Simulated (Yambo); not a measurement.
# SrCl2 in Yambo: convergence with bands in self energy

SrCl2:

```xyz
3
Lattice="0.0000 3.4884 3.4884 3.4884 0.0000 3.4884 3.4884 3.4884 0.0000" Properties=species:S:1:pos:R:3 pbc="T T T"
Sr    0.0000    0.0000    0.0000
Cl    5.2325    5.2325    5.2325
Cl    1.7442    1.7442    1.7442
```

```yaml
Program: Yambo 5.3.0
Task: G0W0 quasiparticle levels
Functional: LDA
Potentials_or_basis: PseudoDojo 0.4.1 SR LDA standard
Cutoff: 925 eV
Density_cutoff: 3701 eV
k_mesh: 4 × 4 × 4
Occupations: fixed
Spin: no spin polarisation
k_mesh_of_the_self-consistent_run: 8 × 8 × 8
Form_of_the_LDA: PW92
Random_integration_of_the_Coulomb_term: yes
Direction_of_the_field_or_of_q_to_0: x + y + z
Broadening: 0.1 eV
States_corrected: Γ and the k points of the band edges
Frequency_dependence_of_W: plasmon pole
Terminator_of_the_band_sum_in_the_self-energy: none
Quasiparticle_equation: linearised (Newton)
Imaginary_frequency_of_the_plasmon-pole_fit: 27.2114 eV
Bands_in_the_response: 132
Bands_in_the_self-energy: 32
Cutoff_of_the_response_matrix: 5 Ry
Cutoff_of_exchange_and_Vxc: 68 Ry
Bands_corrected_first_last: "[12, 13]"
```

These are the settings of the first run; the series varies bands in self energy, with any setting tied to it.

The values tried are 32, 52, 92, 132, loosest first. From which on does the quasiparticle gap at the points computed stay within 0.05 eV of the tightest run that finished?

From 92 on.

```tsv
bands in self energy	quasiparticle gap at the points computed (eV)
32	7.304
52	7.403
92	7.449
132	7.469
```

The tightest run that finished is the yardstick and may itself not be fully converged.

Caveat, for the tightest run too: this version prints the column dSc/dw multiplied by 27.2.
